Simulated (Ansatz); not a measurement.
Rows from a G0W0 calculation on Ga8P7N (quasi-random alloy, started on the GaP lattice) (Fmm2) (Ansatz 0.2.0; G0W0 on LDA, plane waves, PAW; 2×2×2 mesh, 1041 empty bands, screening to 85 eV), in eV. Spin-orbit coupling is left out.

| row | k | band | start | Σx | Σc at the solution | Vxc |
| --- | --- | --- | --- | --- | --- | --- |
| A | Γ | v3 | 7.625 | -17.667 | 1.498 | -16.016 |
| B | Γ | v2 | 7.710 | -17.542 | 1.458 | -15.926 |
| C | Γ | v1 | 7.731 | -17.525 | 1.441 | -15.922 |
| D | Γ | c2 | 9.025 | -7.523 | -3.800 | -11.639 |
| E | Γ | c3 | 9.028 | -7.465 | -3.807 | -11.579 |
| F | Γ | c1 | 8.458 | -9.477 | -3.797 | -13.794 |

Question: Give the quasiparticle energies and the shift of each level.

The quasiparticle equation reads E = start + Σx + Σc(E) − Vxc.

| row | E (eV) | shift (eV) |
| --- | --- | --- |
| A | 7.472 | −0.153 |
| B | 7.552 | −0.158 |
| C | 7.569 | −0.161 |
| D | 9.341 | +0.316 |
| E | 9.335 | +0.307 |
| F | 8.978 | +0.519 |

The gap over the computed points goes from 0.73 eV to 1.41 eV.

Limits: not at the basis limit; no spin-orbit coupling; coarse k mesh.

[Runs of the session that timed out or met a known fault of the program may be left out.]

[Cells called generated may have been cut or substituted from an entry of the Crystallography Open Database or the Materials Project.]

[Hosts, paths, dates, database ids (printed as entryN), source tags and the programs' standing remarks are cut or masked in the printed files.]
